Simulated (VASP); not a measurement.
The system is SnO2 (Cassiterite).

```
Sn O
1.0
     4.73800    0.00000    0.00000
     0.00000    4.73800    0.00000
     0.00000    0.00000    3.18650
Sn O
2 4
Direct
  0.00000 0.00000 0.00000
  0.50000 0.50000 0.50000
  0.30710 0.30710 0.00000
  0.19290 0.80710 0.50000
  0.69290 0.69290 0.00000
  0.80710 0.19290 0.50000
```

| Quantity | Value |
| --- | --- |
| Program | VASP 6.6.1 |
| Task | relaxation of cell and atoms |
| Functional | PBEsol |
| Potentials or basis | VASP PAW PBE potentials, release 64 (Sn_d, O) |
| Cutoff | 600 eV |
| k mesh | 6 × 6 × 8 |
| Occupations | gaussian, width 0.03 eV |
| Spin | no spin polarisation |

At the start: pressure 5.2 GPa; volume 11.92 Å³/atom.

Question: Where does the relaxation end?

Answer: Over 5 steps the energy falls by 5.0 meV/atom and the volume is 12.20 Å³/atom (+2.3 %); space group P4_2/mnm (No. 136, to 0.05 Å).

Step by step:
```tsv
step	energy change (eV)	largest force (eV/Å)	pressure (GPa)	volume (Å³)
1	0.0000	0.2277	5.24	71.53
2	0.0238	0.2179	-6.26	75.64
3	-0.0302	0.0171	-0.05	73.24
4	-0.0302	0.0212	0.10	73.21
5	-0.0302	0.0080	0.05	73.21
```

Final structure:
```yaml
crystal:
  lattice:
    - [4.77064, 0.00000, 0.00000]
    - [0.00000, 4.77064, 0.00000]
    - [0.00000, 0.00000, 3.21664]
  atoms:
    - { symbol: Sn, position: [0.00000, 0.00000, 0.00000] }
    - { symbol: Sn, position: [0.50000, 0.50000, 0.50000] }
    - { symbol: O, position: [0.30630, 0.30630, 0.00000] }
    - { symbol: O, position: [0.19370, 0.80630, 0.50000] }
    - { symbol: O, position: [0.69370, 0.69370, 0.00000] }
    - { symbol: O, position: [0.80630, 0.19370, 0.50000] }
```

Caveat: the PAW data sets were made with another functional, which shifts forces and pressure a little.
